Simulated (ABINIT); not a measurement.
InP:

```
CELL_PARAMETERS angstrom
0.00000 2.93050 2.93050
2.93050 0.00000 2.93050
2.93050 2.93050 0.00000
ATOMIC_POSITIONS crystal
In 0.00000 0.00000 0.00000
P 0.75000 0.75000 0.75000
```

Base run:

- Program: ABINIT 10.8.3 (patched build)
- Functional: PBE
- Potentials or basis: SG15 NC PBE v1.2
- Cutoff: 952 eV
- k mesh: 8 × 8 × 8
- Occupations: fermi-dirac, width 0.05 eV
- Spin: no spin polarisation

Its results: band gap on the k mesh 0.71 eV, direct.

After a change of settings the same cell gave: band gap on the k mesh 0.80 eV, direct. Which change was it?
A. potentials or basis from SG15 NC PBE v1.2 to JTH PAW PBE v2.0 sp; cutoff from 952 eV to 544 eV; valence electrons from 18 to 8
B. functional from PBE to LDA-PZ; potentials or basis from SG15 NC PBE v1.2 to JTH PAW LDA v2.0 sp; cutoff from 952 eV to 544 eV; valence electrons from 18 to 8
C. functional from PBE to rPW86PBE; potentials or basis from SG15 NC PBE v1.2 to JTH PAW PBE v2.0; cutoff from 952 eV to 544 eV
D. functional from PBE to PW91; potentials or basis from SG15 NC PBE v1.2 to JTH PAW PBE v2.0; cutoff from 952 eV to 544 eV

A.

Caveats: spin-orbit coupling is left out, which moves the levels of the heavy elements; this set keeps more shells in the core, which shifts pressures and gaps (some runs).

Not every run made on this cell is shown here.
